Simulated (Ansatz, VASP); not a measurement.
# Cross-check of Ga27HN27 (start site: H_i (antibonding, by N)) between VASP and Ansatz

Wanted: the spread between two codes on one cell, functional and k mesh. Of the first pair: The structure shown is the start of the Ansatz relaxation below; VASP solves that cell, so the two are compared at the walk's first step.

Program: Ansatz 0.2.0. Level of theory: plane waves, with VASP 6.6.1 beside it; r2SCAN. Results are calculated unless marked as measured.

## 1. The structure

The cell holds 55 atoms: 27 Ga, 27 N and 1 H. Cell: a = 9.685 Å, b = 9.685 Å, c = 9.685 Å, α = 60.0°, β = 60.0°, γ = 60.0°. It derives from GaN (GaN (F-43m)). Nearest the centre at fractional (0.461, 0.461, 0.285): H55 at 0.05 Å, N41 at 1.05 Å, Ga17 at 1.88 Å, Ga23 at 1.89 Å, Ga14 at 1.93 Å, N40 at 2.44 Å, N43 at 2.46 Å, N49 at 2.49 Å. The cell carries charge −1.

As a file:

```xyz
55
Lattice="0.0000 6.8485 6.8485 6.8485 0.0000 6.8485 6.8485 6.8485 0.0000" Properties=species:S:1:pos:R:3 pbc="T T T"
Ga   13.6639    6.8761    6.8739
Ga    9.0953    2.3175    6.8479
Ga   11.3773   11.3812   13.6894
Ga    2.2758    6.8759    9.0901
Ga    4.5215    2.2595    2.2860
Ga    6.8394    4.6143    2.2897
Ga   11.4303   13.6514   11.4268
Ga    6.8317    2.3032    4.6082
Ga    9.1775   11.4201   11.4325
Ga    6.8110    9.1085    2.3068
Ga    9.1215    4.5972    9.0938
Ga   11.3990    6.8877    9.1584
Ga    9.1357    9.0911    4.5951
Ga    4.5831    4.5847    4.5229
Ga    6.8173    6.8561    4.5273
Ga   11.4203    9.0866    6.8699
Ga    6.8194    4.5412    6.8160
Ga    9.1563    6.8134    6.8231
Ga    6.8595   11.3976    4.6115
Ga    9.1142    6.8728   11.3740
Ga   11.4070    9.1801   11.4226
Ga    2.3269    4.5891    6.8451
Ga    4.5588    6.8225    6.8906
Ga    6.8706    9.0868    6.8430
Ga   11.3958   11.3900    9.0916
Ga    6.8041    6.8546    9.1535
Ga    9.1482    9.1404    9.0851
N     1.1119    1.1034    1.1277
N     3.4117    3.4714    1.1524
N     5.6911    5.6631    1.1589
N     3.4104    1.1893    3.4282
N     5.7402    3.4544    3.4021
N     8.0397    5.7102    3.4269
N     5.6987    1.0971    5.7286
N     7.9553    3.4603    5.7061
N    10.2512    5.7315    5.7450
N     1.1824    3.4096    3.4488
N     3.3893    5.6715    3.4278
N     5.7289    7.9717    3.4654
N     3.4652    3.4040    5.6868
N     5.6953    5.6811    5.6660
N     8.0104    8.0188    5.7423
N     5.6696    3.3912    7.9875
N     7.9956    5.6636    8.0140
N    10.2329    8.0093    7.9667
N     1.1419    5.6861    5.6617
N     3.4511    7.9771    5.7473
N     5.6581   10.2782    5.7155
N     3.4101    5.7353    8.0287
N     5.7333    7.9635    8.0233
N     7.9877   10.2744    7.9400
N     5.6633    5.6908   10.2548
N     7.9887    8.0389   10.2829
N    10.3069   10.3059   10.2576
H     5.1414    5.1081    6.3430
```

## 2. Ansatz: relaxation, r2SCAN

Ansatz runs on its PAW soft_1 files.

The two programs are compared at the cell with which this relaxation starts, whose forces are those of its first step.

Contents of input.yaml:

```yaml
crystal:
  lattice:
    - [0.0, 6.84850019, 6.84850019]
    - [6.84850019, 0.0, 6.84850019]
    - [6.84850019, 6.84850019, 0.0]
  atoms:
    - { symbol: Ga, position: [0.0, 0.0, 0.0] }
    - { symbol: "N", position: [0.08333333, 0.08333333, 0.08333333] }
    - { symbol: Ga, position: [0.0, 0.0, 0.33333333] }
    - { symbol: "N", position: [0.08333333, 0.08333333, 0.41666667] }
    - { symbol: Ga, position: [0.0, 0.0, 0.66666667] }
    - { symbol: "N", position: [0.08333333, 0.08333333, 0.75] }
    - { symbol: Ga, position: [0.0, 0.33333333, 0.0] }
    - { symbol: "N", position: [0.08333333, 0.41666667, 0.08333333] }
    - { symbol: Ga, position: [0.0, 0.33333333, 0.33333333] }
    - { symbol: "N", position: [0.08333333, 0.41666667, 0.41666667] }
    - { symbol: Ga, position: [0.0, 0.33333333, 0.66666667] }
    - { symbol: "N", position: [0.08333333, 0.41666667, 0.75] }
    - { symbol: Ga, position: [0.0, 0.66666667, 0.0] }
    - { symbol: "N", position: [0.08333333, 0.75, 0.08333333] }
    - { symbol: Ga, position: [0.0, 0.66666667, 0.33333333] }
    - { symbol: "N", position: [0.08333333, 0.75, 0.41666667] }
    - { symbol: Ga, position: [0.0, 0.66666667, 0.66666667] }
    - { symbol: "N", position: [0.08333333, 0.75, 0.75] }
    - { symbol: Ga, position: [0.33333333, 0.0, 0.0] }
    - { symbol: "N", position: [0.41666667, 0.08333333, 0.08333333] }
    - { symbol: Ga, position: [0.33333333, 0.0, 0.33333333] }
    - { symbol: "N", position: [0.41666667, 0.08333333, 0.41666667] }
    - { symbol: Ga, position: [0.33333333, 0.0, 0.66666667] }
    - { symbol: "N", position: [0.41666667, 0.08333333, 0.75] }
    - { symbol: Ga, position: [0.33333333, 0.33333333, 0.0] }
    - { symbol: "N", position: [0.41666667, 0.41666667, 0.08333333] }
    - { symbol: Ga, position: [0.33333333, 0.33333333, 0.33333333] }
    - { symbol: "N", position: [0.41666667, 0.41666667, 0.41666667] }
    - { symbol: Ga, position: [0.33333333, 0.33333333, 0.66666667] }
    - { symbol: "N", position: [0.41666667, 0.41666667, 0.75] }
    - { symbol: Ga, position: [0.33333333, 0.66666667, 0.0] }
    - { symbol: "N", position: [0.41666667, 0.75, 0.08333333] }
    - { symbol: Ga, position: [0.33333333, 0.66666667, 0.33333333] }
    - { symbol: "N", position: [0.41666667, 0.75, 0.41666667] }
    - { symbol: Ga, position: [0.33333333, 0.66666667, 0.66666667] }
    - { symbol: "N", position: [0.41666667, 0.75, 0.75] }
    - { symbol: Ga, position: [0.66666667, 0.0, 0.0] }
    - { symbol: "N", position: [0.75, 0.08333333, 0.08333333] }
    - { symbol: Ga, position: [0.66666667, 0.0, 0.33333333] }
    - { symbol: "N", position: [0.75, 0.08333333, 0.41666667] }
    - { symbol: Ga, position: [0.66666667, 0.0, 0.66666667] }
    - { symbol: "N", position: [0.75, 0.08333333, 0.75] }
    - { symbol: Ga, position: [0.66666667, 0.33333333, 0.0] }
    - { symbol: "N", position: [0.75, 0.41666667, 0.08333333] }
    - { symbol: Ga, position: [0.66666667, 0.33333333, 0.33333333] }
    - { symbol: "N", position: [0.75, 0.41666667, 0.41666667] }
    - { symbol: Ga, position: [0.66666667, 0.33333333, 0.66666667] }
    - { symbol: "N", position: [0.75, 0.41666667, 0.75] }
    - { symbol: Ga, position: [0.66666667, 0.66666667, 0.0] }
    - { symbol: "N", position: [0.75, 0.75, 0.08333333] }
    - { symbol: Ga, position: [0.66666667, 0.66666667, 0.33333333] }
    - { symbol: "N", position: [0.75, 0.75, 0.41666667] }
    - { symbol: Ga, position: [0.66666667, 0.66666667, 0.66666667] }
    - { symbol: "N", position: [0.75, 0.75, 0.75] }
    - { symbol: H, position: [0.460716, 0.460716, 0.284518] }
  host:
    repeats: [3, 3, 3]
    atoms:
      - { symbol: Ga, position: [0.0, 0.0, 0.0] }
      - { symbol: "N", position: [0.25, 0.25, 0.25] }
total_charge: -1
basis:
  ecutwfc: 500
  xc_grid: 2
hamiltonian:
  xc: r2scan
  pseudopotentials: { kind: paw, azcp: { folder: soft_1 } }
kpoints:
  mp_grid: { grid: [2, 2, 2], shift: [0.5, 0.5, 0.5] }
scf:
  occupations: { method: fixed }
  max_iter: 60
output:
  forces: true
  charged_corrections:
    epsilon: 6.0
    static_epsilon: 10.56
    defect_position: [0.460716, 0.460716, 0.284518]
relax:
  f_tol: 0.02
  max_steps: 80
  random_displacement: { amplitude: 0.05, seed: 1322 }
checkpoint:
  write: "../qm1.relax.run"
  compress: false
  write_wavefunctions: true
  write_every: 100000
```

On the command line:

```sh
$ ansatz run input.yaml --threads 4 --pin off --max-ram 7536MiB --backend cpu --events-out ev --progress --plain --runs-dir out
```

Numbers of over 12 decimals in the logs are rounded to 6 here.

Log:

```text
Engine: ansatz 0.2.0, x86_64-unknown-linux-gnu
Pseudopotentials: kind: paw
Pseudopotential: Ga, paw, valence charge 13, recommended cutoff 500 eV (meta_gga), soft_1/Ga.paw.azcp
Pseudopotential: N, paw, valence charge 5, recommended cutoff 500 eV (meta_gga), soft_1/N.paw.azcp
Pseudopotential: H, paw, valence charge 1, recommended cutoff 500 eV (meta_gga), soft_1/H.paw.azcp
Functional definition: r2SCAN
  parameter k0 = 0.174
  parameter k1 = 0.065
  parameter a1 = 4.9479
  exchange = r2scan_x(k0 = k0, k1 = k1, a1 = a1)
  correlation = r2scan_c
Crystal: 55 atoms, lattice volume = 642.416 Å³
Basis set: ecut = 500 eV, 16361 PW (Γ), exchange–correlation on 144×144×144 points (8 copies of the dense FFT grid, shifted against one another)
Bands: 299, of which v1, the nominal top of the filled ones, is band 244 counted from 1 (243 counted from 0)
Symmetry: 1 space group operations
k-points: 4 of 8 (time reversal used)
Non-local potential: Ga, projectors of the file, l = 0: 2, l = 1: 2, l = 2: 3, l = 3: 1
Non-local potential: N, projectors of the file, l = 0: 2, l = 1: 2, l = 2: 1
Non-local potential: H, projectors of the file, l = 0: 2, l = 1: 1
PAW form: soft (Blöchl's): semilocal exchange-correlation on the pseudo side does not see the compensation charge
PAW frozen core: Ga, regenerated for the run's functional (the file was generated under x = pbe(κ = 0.804, μ = 0.219515), c = pbe(β = 0.066725))
PAW frozen core: N, regenerated for the run's functional (the file was generated under x = pbe(κ = 0.804, μ = 0.219515), c = pbe(β = 0.066725))
PAW one-centre angular grid: Ga, 590 points (default); XC on 160 Gauss nodes
PAW one-centre angular grid: N, 302 points (default); XC on 160 Gauss nodes
PAW one-centre angular grid: H, 302 points (default); XC on 160 Gauss nodes
Initial density: superposition of atomic densities (chi_scale 0.1, normalization cell, long waves kept (reshape's long-wave potential 0.04 eV rms))
Initial wavefunctions: pseudopotential atomic-orbital guess
Functional: x = r2scan, c = r2scan; τ floored in thin density (d = 2e-4 eV/Å³)
SCF iter   1: F=—  HF=-112771.150573 eV  |F-HF|=—  |Δ(HF+E_count)|=         —  Δρ=1.05e-1  dr2=6.07e1  dr2_τ=7.09e0  ethr=3.10e-3  ⟨swp⟩=4.8  Hψ=3145  notcnv=0  defer=198
preconditioner: auto → Resta (q_TF=auto, 2.606 Å⁻¹)  ε∞=4.5  [insulator: Δε(μ)=0.551 eV  Ē_g=17.416 eV  n_scr=180 (ndim 8)  ℏωp=32.4 eV  f_vac=0.000  ε∞_Penn≈4.5]
SCF iter   2: F=—  HF=-112759.330101 eV  |F-HF|=—  |Δ(HF+E_count)|=    1.18e1  Δρ=4.78e-2  dr2=8.03e0  dr2_τ=9.83e-1  ethr=3.10e-3  ⟨swp⟩=2.8  Hψ=2310  notcnv=0  defer=211
SCF iter   3: F=—  HF=-112760.452377 eV  |F-HF|=—  |Δ(HF+E_count)|=    1.12e0  Δρ=1.72e-2  dr2=1.42e0  dr2_τ=9.93e-2  ethr=1.65e-3  ⟨swp⟩=2.0  Hψ=1340  notcnv=0  defer=210
SCF iter   4: F=—  HF=-112760.421844 eV  |F-HF|=—  |Δ(HF+E_count)|=   3.05e-2  Δρ=3.52e-3  dr2=7.92e-2  dr2_τ=7.79e-3  ethr=2.91e-4  ⟨swp⟩=2.0  Hψ=1333  notcnv=0  defer=211
SCF iter   5: F=—  HF=-112760.430565 eV  |F-HF|=—  |Δ(HF+E_count)|=   8.72e-3  Δρ=2.26e-3  dr2=2.02e-2  dr2_τ=1.31e-3  ethr=1.62e-5  ⟨swp⟩=3.0  Hψ=2322  notcnv=0  defer=212
SCF iter   6: F=—  HF=-112760.432357 eV  |F-HF|=—  |Δ(HF+E_count)|=   1.79e-3  Δρ=7.89e-4  dr2=3.91e-3  dr2_τ=1.08e-4  ethr=4.14e-6  ⟨swp⟩=2.0  Hψ=1878  notcnv=0  defer=212
SCF iter   7: F=—  HF=-112760.432527 eV  |F-HF|=—  |Δ(HF+E_count)|=   1.71e-4  Δρ=1.99e-4  dr2=2.67e-4  dr2_τ=2.17e-5  ethr=8.02e-7  ⟨swp⟩=3.0  Hψ=2184  notcnv=0  defer=212
SCF iter   8: F=—  HF=-112760.432474 eV  |F-HF|=—  |Δ(HF+E_count)|=   5.32e-5  Δρ=6.20e-5  dr2=1.90e-5  dr2_τ=6.22e-7  ethr=5.48e-8  ⟨swp⟩=2.0  Hψ=1978  notcnv=0  defer=212
SCF iter   9: F=-112760.432483 eV  HF=-112760.432484 eV  |F-HF|=1.81e-6  |Δ(HF+E_count)|=   1.06e-5  Δρ=1.98e-5  dr2=2.59e-6  dr2_τ=3.27e-7  ethr=2.05e-9  ⟨swp⟩=4.0  Hψ=3399  notcnv=0
SCF 1 converged in 9 iterations: F = -112760.432483 eV  dr2 = 2.59e-6
  greatest PAW one-centre occupation: 0.995 electrons in one spin orbital (limit 2), on the Ga atom at site 32 (counted from 0), in its partial waves of l = 2
relax step   1: F+E_penalty+E_count = -112760.43248269 eV  Δ(F+E_penalty+E_count) = +0.000e0 eV  max|allowed force component| = 2.493e0 eV/Å  Δτ_max = 0.0000 Å  (9 SCF iters, dr2 threshold 1.00e-5 eV, accepted)
Initial density: handed on by an earlier stage of this run
Initial wavefunctions: those handed on with the density
iter 1 solved again at ethr=9.16e-5 eV; its pass at ethr=3.10e-3 eV (dr2=4.47e-1 eV) is discarded
SCF iter   1: F=—  HF=-112761.502648 eV  |F-HF|=—  |Δ(HF+E_count)|=         —  Δρ=1.32e-2  dr2=4.52e-1  dr2_τ=1.04e0  ethr=9.16e-5  ⟨swp⟩=2.0  Hψ=4230  notcnv=0  defer=210
preconditioner: auto → Resta (q_TF=auto, 2.606 Å⁻¹)  ε∞=4.5  [insulator: Δε(μ)=0.476 eV  Ē_g=17.228 eV  n_scr=180 (ndim 8)  ℏωp=32.4 eV  f_vac=0.002  ε∞_Penn≈4.5]
[...]
k-point 3: bands = [... 240 lower, 8.3232, 8.4813, 8.5304, 11.5542, 12.4632, 12.8132, 13.0354, 13.5023, ... 51 higher]
--- Relaxed structure (14 steps of the walk, 14 accepted, 0 SCFs on fresh bases) ---
  F+E_penalty+E_count = -112762.69338290 eV   max|allowed force component| = 3.664e-3 eV/Å
  atoms:
    - { symbol: Ga, position: [-0.000387689, -0.000866552, 0.00343948] }
    - { symbol: N, position: [0.081812, 0.081326, 0.088712] }
    - { symbol: Ga, position: [-0.00123401, -0.00173248, 0.337505] }
    - { symbol: N, position: [0.081975, 0.081488, 0.421298] }
    - { symbol: Ga, position: [-0.00142547, -0.0019043, 0.671598] }
    - { symbol: N, position: [0.082296, 0.081822, 0.753774] }
    - { symbol: Ga, position: [0.000445008, 0.331557, 0.002887] }
    - { symbol: N, position: [0.081777, 0.414506, 0.088756] }
    - { symbol: Ga, position: [-0.00134447, 0.331783, 0.337549] }
    - { symbol: N, position: [0.081442, 0.415426, 0.420552] }
    - { symbol: Ga, position: [0.000734396, 0.332278, 0.671379] }
    - { symbol: N, position: [0.076291, 0.415334, 0.759447] }
    - { symbol: Ga, position: [-0.000375583, 0.664187, 0.00344228] }
    - { symbol: N, position: [0.082365, 0.748892, 0.086221] }
    - { symbol: Ga, position: [-0.000346032, 0.665280, 0.336053] }
    - { symbol: N, position: [0.081465, 0.748832, 0.420486] }
    - { symbol: Ga, position: [0.000687476, 0.662043, 0.671354] }
    - { symbol: N, position: [0.082311, 0.748465, 0.753759] }
    - { symbol: Ga, position: [0.332050, -5.363435128830085e-5, 0.0028889] }
    - { symbol: N, position: [0.414992, 0.081292, 0.088755] }
    - { symbol: Ga, position: [0.332270, -0.0018372, 0.337548] }
    - { symbol: N, position: [0.415907, 0.080957, 0.420553] }
    - { symbol: Ga, position: [0.332755, 0.000266867, 0.671377] }
    - { symbol: N, position: [0.415802, 0.075850, 0.759432] }
    - { symbol: Ga, position: [0.332011, 0.331522, 0.00301595] }
    - { symbol: N, position: [0.415287, 0.414808, 0.080811] }
    - { symbol: Ga, position: [0.329271, 0.328783, 0.334523] }
    - { symbol: N, position: [0.449062, 0.448540, 0.319484] }
    - { symbol: Ga, position: [0.335030, 0.334613, 0.662869] }
    - { symbol: N, position: [0.415854, 0.415375, 0.759743] }
    - { symbol: Ga, position: [0.332487, 0.667348, -0.000623111] }
    - { symbol: N, position: [0.415121, 0.755648, 0.081016] }
    - { symbol: Ga, position: [0.329418, 0.673091, 0.334870] }
    - { symbol: N, position: [0.415951, 0.748740, 0.420616] }
    - { symbol: Ga, position: [0.332779, 0.662027, 0.671443] }
    - { symbol: N, position: [0.416148, 0.749931, 0.750497] }
    - { symbol: Ga, position: [0.664670, -0.000854233, 0.00344021] }
    - { symbol: N, position: [0.749370, 0.081889, 0.086221] }
    - { symbol: Ga, position: [0.665761, -0.000825864, 0.336051] }
    - { symbol: N, position: [0.749324, 0.080986, 0.420479] }
    - { symbol: Ga, position: [0.662514, 0.000227357, 0.671346] }
    - { symbol: N, position: [0.748944, 0.081836, 0.753755] }
    - { symbol: Ga, position: [0.667828, 0.332011, -0.000632252] }
    - { symbol: N, position: [0.756147, 0.414645, 0.080990] }
    - { symbol: Ga, position: [0.673641, 0.328930, 0.334807] }
    - { symbol: N, position: [0.749227, 0.415464, 0.420609] }
    - { symbol: Ga, position: [0.662503, 0.332302, 0.671438] }
    - { symbol: N, position: [0.750400, 0.415678, 0.750489] }
    - { symbol: Ga, position: [0.667738, 0.667264, -0.000586513] }
    - { symbol: N, position: [0.749374, 0.748894, 0.086250] }
    - { symbol: Ga, position: [0.665793, 0.665311, 0.336081] }
    - { symbol: N, position: [0.749489, 0.749012, 0.418823] }
    - { symbol: Ga, position: [0.666012, 0.665542, 0.669348] }
    - { symbol: N, position: [0.750358, 0.749896, 0.750476] }
    - { symbol: H, position: [0.491679, 0.491166, 0.191277] }
```

(Continued in part 2 of 2.)

[Lines on the potential files, build, host, timing and source positions are cut from VASP's logs without a mark.]

[Logs are printed without paths, hosts, clocks, repeated set-up lines and the standing remarks that a program may print on its own settings, such as how far it seeks lower states.]

[Hosts, paths, dates, database ids (printed as entryN), source tags and the programs' standing remarks are cut or masked in the printed files.]
